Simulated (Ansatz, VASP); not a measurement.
## Two plane-wave programs on PbS

Contents of INCAR:

```
SYSTEM = PbS
PREC     = Accurate       ! precision mode
ENCUT    = 520            ! plane-wave cutoff, eV
EDIFF    = 1E-6           ! SCF threshold, eV
ISMEAR   = 0              ! smearing method
SIGMA    = 0.03           ! smearing width, eV
LREAL    = .False.        ! projectors in reciprocal space
LASPH    = .True.         ! aspherical terms in the spheres
NELM     = 100            ! most SCF steps
ALGO     = Normal         ! electronic algorithm
ISIF     = 2              ! what is computed and relaxed
LWAVE    = .False.        ! write WAVECAR
LCHARG   = .False.        ! write CHGCAR
GGA      = PE             ! functional
IVDW     = 12             ! dispersion correction
NBANDS   = 17             ! bands
```

Contents of KPOINTS:

```
Automatic mesh
0
Gamma
  12 12 12
  0 0 0
```

File POSCAR:

```
PbS
1.0
    2.0319735960      1.1731605026      3.6528691494
   -2.0319735960      1.1731605026      3.6528691494
    0.0000000000     -2.3463210053      3.6528691494
Pb S
1 1
Direct
    0.9779892340      0.9779892340      0.9779892340
    0.4776120960      0.4776120960      0.4776120960
```

Input for Ansatz:

```yaml
crystal:
  lattice:
    - [2.031973596, 1.1731605026, 3.6528691494]
    - [-2.031973596, 1.1731605026, 3.6528691494]
    - [0.0, -2.3463210053, 3.6528691494]
  atoms:
    - { symbol: Pb, position: [0.977989234, 0.977989234, 0.977989234] }
    - { symbol: S, position: [0.477612096, 0.477612096, 0.477612096] }
basis:
  ecutwfc: 420
kpoints:
  mp_grid: { grid: [12, 12, 12] }
hamiltonian:
  xc: pbe
  dispersion: d3bj
scf:
  occupations: { method: gaussian, width: 0.03 }
output:
  forces: true
  stress: true
  eigenvalues: true
```

Alike in both runs: task single point; functional PBE; dispersion D3(BJ); k mesh 12 × 12 × 12; occupations gaussian, width 0.03 eV; no spin polarisation.

```csv
,VASP,Ansatz
version,VASP 6.6.1,Ansatz 0.2.0
potentials or method,"VASP PAW PBE potentials, release 64 (Pb_d, S)","scalar-relativistic, plane waves, PAW"
plane-wave cutoff (eV),520,420
valence electrons in the cell,20,20
```

```csv
,VASP,Ansatz,Ansatz less VASP
gap on the k mesh at the Fermi level (eV),none,none,-
pressure (GPa),-0.3,-0.2,+0.08
largest component of the traceless stress (GPa),2.83,2.82,-0.005
```

A gap of «none» marks a metal or a gap that the smearing closes.

Caveats: pairwise dispersion overbinds metals, which lowers pressure and volume. The runs have no spin-orbit coupling, so splittings on Pb are missing.
